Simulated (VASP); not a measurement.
## Ta2N: relaxation of cell and atoms with RPBE+D3(BJ)

Ta2N:

```xyz
3
Lattice="3.1129 0.0000 0.0000 -1.5564 2.6958 0.0000 0.0000 0.0000 4.8698" Properties=species:S:1:pos:R:3 pbc="T T T"
Ta    0.0000    1.7972    1.2404
Ta    1.5564    0.8986    3.6294
N     0.0000    0.0000    0.0000
```

The cell comes from a database or a generator and needn't be the stable form of this composition.

```yaml
Program: VASP 6.6.1
Task: relaxation of cell and atoms
Functional: RPBE
Dispersion: D3(BJ)
Potentials_or_basis: VASP PAW PBE potentials, release 64 (Ta_pv, N)
Cutoff: 600 eV
k_mesh: 10 × 10 × 6
Occupations: fermi-dirac, width 0.05 eV
Spin: no spin polarisation
Further_INCAR_settings: ALGO = Normal; EDIFF = 1e-07; IBRION = 2; EDIFFG = -0.01; NSW = 60; ISIF = 3
```

```yaml
Relaxed_volume: 11.94 Å³/atom
Relaxed_cell: a = 2.955 Å, b = 2.955 Å, c = 4.738 Å, α = 90.00°, β = 90.00°, γ = 120.00°
Space_group_after_relaxing_to_0.05_Å: P-3m1 (No. 164)
Energy_gained_by_relaxing: 228.5 meV/atom
Ionic_steps: 11
Pressure_after_relaxing: 0.0 GPa
Band_gap_on_the_k_mesh: none (metal or under the smearing width)
Dispersion_energy_per_atom: -3.854 eV
```

Forces on the atoms (eV/Å):
```
Ta   0.000  0.000 -0.003
Ta   0.000  0.000  0.003
N    0.000  0.000  0.000
```

The path:
```
step  energy change (eV)  largest force (eV/Å)  pressure (GPa)  volume (Å³)
   1              0.0000                0.0066          -38.42        40.87
   2              7.9093                8.0146          324.00        24.43
   3             -0.6328                0.7643           -8.12        36.78
   4             -0.6508                0.8894           -2.93        36.27
   5             -0.6535                0.9617            0.10        35.98
   6             -0.6723                0.7118            0.71        35.70
   7             -0.6809                0.0769            0.35        35.80
   8             -0.6855                0.0357           -0.59        35.88
   9             -0.6855                0.0350           -0.61        35.88
  10             -0.6849                0.0703            1.47        35.70
  11             -0.6856                0.0028            0.02        35.82
```

Final structure:
```cif
data_structure
_symmetry_space_group_name_H-M 'P 1'
_symmetry_Int_Tables_number 1
_cell_length_a 2.9549
_cell_length_b 2.9549
_cell_length_c 4.7375
_cell_angle_alpha 90.000
_cell_angle_beta 90.000
_cell_angle_gamma 120.000
_cell_volume 35.82
loop_
_atom_site_label
_atom_site_type_symbol
_atom_site_fract_x
_atom_site_fract_y
_atom_site_fract_z
_atom_site_occupancy
Ta1 Ta 0.33333 0.66667 0.26040 1
Ta2 Ta 0.66667 0.33333 0.73960 1
N1 N 0.00000 0.00000 0.00000 1
```

Levels at points of the mesh, in eV from the Fermi level:
```
           k point  band 10  band 11  band 12  band 13  band 14  band 15  band 16  band 17
(0.00, 0.00, 0.00)    -6.38    -5.01    -1.01    -0.28    -0.28     0.06     0.59     0.59
(0.50, 0.00, 0.00)    -6.83    -5.34    -2.77    -1.16     1.62     2.46     4.79     4.83
(0.00, 0.00, 0.50)    -6.61    -3.64    -2.64    -1.20    -1.20     1.94     2.86     2.92
(0.50, 0.00, 0.50)    -6.46    -3.75    -2.20    -2.10    -0.71     0.75     4.33     4.61
```

Run time: 10 min on 1 thread of Intel(R) Xeon(R) Platinum 8488C (Sapphire Rapids) (shared host), peak memory 0.27 GiB.

Caveat: the PAW data sets were made with another functional, which shifts forces and pressure a little; pairwise dispersion overbinds metals, which lowers pressure and volume. The run has no spin-orbit coupling, so splittings on Ta are missing.
